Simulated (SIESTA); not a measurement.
Here is a SIESTA 5.4.2 calculation.

File run.py:

```python
from ase import Atoms
from ase.calculators.siesta import Siesta
from ase.units import Ry, GPa

atoms = Atoms(
    ['Au'],
    cell=[
        [0.0, 2.035, 2.035],
        [2.035, 0.0, 2.035],
        [2.035, 2.035, 0.0],
    ],
    scaled_positions=[
        [0.0, 0.0, 0.0],
    ],
    pbc=True,
)

fdf = {
    'SCFMustConverge': False,
    'OccupationFunction': 'FD',
    'ElectronicTemperature': '0.05 eV',
    'MaxSCFIterations': '120',
    'SCF.Mixer.Method': 'Pulay',
    'SCF.Mixer.Weight': '0.25',
    'SCF.Mixer.History': '8',
    'SCF.DM.Tolerance': '5.0e-05',
    'SCF.H.Tolerance': '1.0e-03 eV',
    'WriteForces': 'true',
    'Charge.Mulliken': 'end',
    'BandLinesScale': 'ReciprocalLatticeVectors',
    'BandLines': ['  1    0.000000   0.000000   0.000000  \\Gamma', ' 12    0.500000   0.000000   0.500000  X', '  6    0.500000   0.250000   0.750000  W', '  4    0.375000   0.375000   0.750000  K', ' 13    0.000000   0.000000   0.000000  \\Gamma', ' 11    0.500000   0.500000   0.500000  L', '  8    0.625000   0.250000   0.625000  U', '  4    0.500000   0.250000   0.750000  W', '  9    0.500000   0.500000   0.500000  L', '  8    0.375000   0.375000   0.750000  K', '  1    0.625000   0.250000   0.625000  U', '  4    0.500000   0.000000   0.500000  X'],
    'PAO.Basis': ['Au.1 5', 'n=5 0 2', '  2.662 0.000', 'n=6 0 2', '  6.968 0.000', 'n=5 1 2', '  3.170 0.000', 'n=6 1 1', '  6.968', 'n=5 2 2', '  5.436 0.000'],
}
calc = Siesta(
    label="Au",
    command="siesta < PREFIX.fdf > PREFIX.out",
    pseudo_path="pseudos",
    pseudo_qualifier="",
    xc=('GGA', 'PBEsol'),
    basis_set="DZP",
    mesh_cutoff=800 * Ry,
    energy_shift=0.003 * Ry,
    kpts=[11, 11, 11],
    spin="non-polarized",
    fdf_arguments=fdf,
)
atoms.calc = calc

print(f"energy = {atoms.get_potential_energy():.6f} eV")
free = atoms.get_potential_energy(force_consistent=True)
print(f"free energy = {free:.6f} eV")
print("forces (eV/A):")
print(atoms.get_forces(apply_constraint=False).round(6))
print("stress (GPa, Voigt order, tension positive):", (atoms.get_stress() / GPa).round(4))
```

Potentials or basis: PseudoDojo 0.4 standard (PBEsol files), DZP (energy shift 0.003 Ry; two zetas on semicore shells).

Command:

```bash
$ python run.py
```

Problem. Estimate the pressure.

Solution. 3.2 GPa.

Problem. Predict the band gap on the k mesh.

Solution. None (metal or under the smearing width).

Levels at the corners of the path, in eV from the Fermi level:
| point | band 5 | band 6 | band 7 | band 8 | band 9 | band 10 | band 11 | band 12 | band 13 | band 14 |
| --- | --- | --- | --- | --- | --- | --- | --- | --- | --- | --- |
| Γ | -10.04 | -4.83 | -4.83 | -4.83 | -3.26 | -3.26 | 29.58 | 29.58 | 29.58 | 33.94 |
| X | -7.19 | -6.94 | -2.07 | -1.72 | -1.72 | 0.99 | 7.38 | 12.56 | 12.56 | 21.03 |
| W | -6.11 | -5.31 | -5.31 | -3.38 | -1.72 | 5.91 | 6.59 | 6.59 | 9.74 | 28.08 |
| K | -6.61 | -5.99 | -3.96 | -2.96 | -2.18 | 4.73 | 4.74 | 7.95 | 14.49 | 22.03 |
| Γ | -10.04 | -4.83 | -4.83 | -4.83 | -3.26 | -3.26 | 29.58 | 29.58 | 29.58 | 33.94 |
| L | -7.51 | -4.86 | -4.86 | -2.04 | -2.04 | -1.07 | 3.14 | 26.36 | 26.36 | 28.45 |
| U | -6.61 | -5.99 | -3.96 | -2.96 | -2.18 | 4.73 | 4.74 | 7.95 | 14.49 | 22.03 |
| W | -6.11 | -5.31 | -5.31 | -3.38 | -1.72 | 5.91 | 6.59 | 6.59 | 9.74 | 28.08 |
| L | -7.51 | -4.86 | -4.86 | -2.04 | -2.04 | -1.07 | 3.14 | 26.36 | 26.36 | 28.45 |
| K | -6.61 | -5.99 | -3.96 | -2.96 | -2.18 | 4.73 | 4.74 | 7.95 | 14.49 | 22.03 |
| U | -6.61 | -5.99 | -3.96 | -2.96 | -2.18 | 4.73 | 4.74 | 7.95 | 14.49 | 22.03 |
| X | -7.19 | -6.94 | -2.07 | -1.72 | -1.72 | 0.99 | 7.38 | 12.56 | 12.56 | 21.03 |

Caveat: short orbitals over semicore shells can move pressures by several GPa; spin-orbit coupling is left out, which moves the levels of the heavy elements; the basis of atomic orbitals isn't converged, which shifts pressures, moduli and gaps.
